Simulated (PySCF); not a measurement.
Species: pyrrolidine, C₄H₉N.
Atom-mapped SMILES: `[CH2:1]1[CH2:2][CH2:3][NH:4][CH2:5]1` (hydrogens: H6, H7 on C1; H8, H9 on C2; H10, H11 on C3; H12 on N4; H13, H14 on C5)

The geometry is computed with GFN2-xTB (gas phase).

Task: What internal coordinates does the optimisation give?

Result: 
```csv
bond,length (Å)
C1–C2,1.539
"C3–N4, N4–C5",1.454
"C1–C5, C2–C3",1.545
C1–H6 and 3 like bonds,1.089
C3–H10 and 3 like bonds,1.092
N4–H12,1.017
```

Bonds in one row agree within 0.01 Å and their mean is given. A selection of angles:
```csv
angle,degrees
C2–C1–C5,104.0
C2–C1–H6,110.8
C5–C1–H6,110.3
C5–C1–H7,111.4
H6–C1–H7,108.1
C2–C3–N4,106.6
C2–C3–H10,109.9
C2–C3–H11,113.2
N4–C3–H10,107.3
N4–C3–H11,111.0
H10–C3–H11,108.5
C3–N4–C5,103.5
C3–N4–H12,109.2
```

Torsions: C5–C1–C2–C3 0° (synperiplanar); C1–C2–C3–N4 -23° (synperiplanar); C2–C3–N4–C5 38° (synclinal); C3–N4–C5–C1 -38° (synclinal); C2–C1–C5–N4 23° (synperiplanar).

N4 (secondary amine nitrogen) is pyramidal (angles 109.2°, 109.2° and 103.5°, sum 321.9°, 0.46 Å off the plane of its three neighbours). The 5-membered ring C1–C2–C3–N4–C5 has internal angles of 103.5° to 106.6° (sum 525°, against 540° for a flat polygon); it is puckered, 0.16 Å rms from its mean plane, widest ring torsion 38°.

Point group: Cs (tolerance 0.08 Å). No frequency check. One conformer, not necessarily the lowest.
